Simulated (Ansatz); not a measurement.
**Al₃GaN₄ (P-43m), random displacements**

Level of theory: Ansatz 0.2.0, DFT PBEsol, scalar-relativistic, plane waves, PAW. Settings: plane waves to 420 eV, k-mesh 6×6×6 (Γ-centred), Gaussian smearing 0.05 eV. No spin polarisation. Energies are free energies at this smearing, counted from the undisturbed cell; pressure is positive in compression.

Zero of the scan (relaxed at this level; it needn't be the usual structure):

```xyz
8
Lattice="4.4070 0.0000 0.0000 0.0000 4.4070 0.0000 0.0000 0.0000 4.4070" Properties=species:S:1:pos:R:3 pbc="T T T"
Al    2.2035    2.2035    0.0000
Al    2.2035    0.0000    2.2035
Al    0.0000    2.2035    2.2035
Ga    0.0000    0.0000    0.0000
N     3.2819    3.2819    1.1251
N     3.2819    1.1251    3.2819
N     1.1251    3.2819    3.2819
N     1.1251    1.1251    1.1251
```

The atoms are displaced (Å, in the unstrained cell):

```tsv
atom	ux	uy	uz
Al1	0.026	-0.144	-0.057
Al2	-0.358	0.323	-0.003
Al3	-0.114	0.074	0.074
Ga4	-0.332	0.445	0.297
N5	0.107	-0.389	-0.332
N6	0.252	-0.026	-0.615
N7	-0.039	-0.679	0.311
N8	0.458	0.397	0.324
```

The cell is not strained.

Question: What are the energy change, the stress and the forces?

Answer: ΔE = 2254.4 meV/atom; stress (xx, yy, zz, yz, xz, xy; compression positive) (60.47, 66.28, 44.54, -37.30, 21.52, 4.13) GPa.
| atom | Fx (eV/Å) | Fy | Fz |
| --- | --- | --- | --- |
| Al1 | 7.83 | -3.82 | 3.62 |
| Al2 | 4.84 | -16.20 | 10.16 |
| Al3 | 9.84 | 13.47 | -4.76 |
| Ga4 | 1.35 | -2.10 | -0.69 |
| N5 | 3.84 | 5.44 | 2.33 |
| N6 | -9.73 | -16.24 | 8.00 |
| N7 | -10.37 | 8.40 | -9.05 |
| N8 | -7.59 | 11.05 | -9.61 |

Cost: 1 run of about 0.6 core-minutes, on Intel Xeon Platinum 8375C (Ice Lake) (shared hosts).